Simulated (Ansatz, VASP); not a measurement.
# Pt in VASP and in Ansatz

```
Pt
1.0
     2.77895    0.00000    0.00000
    -1.38947    2.40664    0.00000
     0.00000    0.00000    4.82387
Pt
2
Cartesian
  0.0000 1.6044 1.2060
  1.3895 0.8022 3.6179
```

This isn't the form of Pt at room conditions, which is fcc.

Alike in both runs: task single point; functional LDA; k mesh 11 × 11 × 6; occupations fermi-dirac, width 0.05 eV; no spin polarisation.

|  | VASP | Ansatz |
| --- | --- | --- |
| version | VASP 6.6.1 | Ansatz 0.2.0 |
| potentials or method | VASP PAW LDA potentials, release 64 (Pt) | Ansatz PAW |
| plane-wave cutoff (eV) | 520 | 420 |
| valence electrons in the cell | 20 | 36 |

Ansatz gave:

| Quantity | Value |
| --- | --- |
| gap on the k mesh at the Fermi level (eV) | none |
| pressure (GPa) | -19.6 |
| largest component of the traceless stress (GPa) | 0.25 |

**Question.** Estimate VASP's values.

**Answer.** gap on the k mesh at the Fermi level (eV): none; pressure (GPa): -19.1; largest component of the traceless stress (GPa): 0.01.

A gap of «none» marks a metal or a gap that the smearing closes. The two sets of potentials don't hold the same shells in valence.

Caveats: so large a pressure means that the cell lies far from this level's equilibrium, or that cutoff or potentials fall short (VASP); the PAW data sets come from PBE, with cores solved anew for the run's functional, which leaves a small shift of forces and pressure (Ansatz). Spin-orbit coupling is left out, which matters for the levels of Pt.
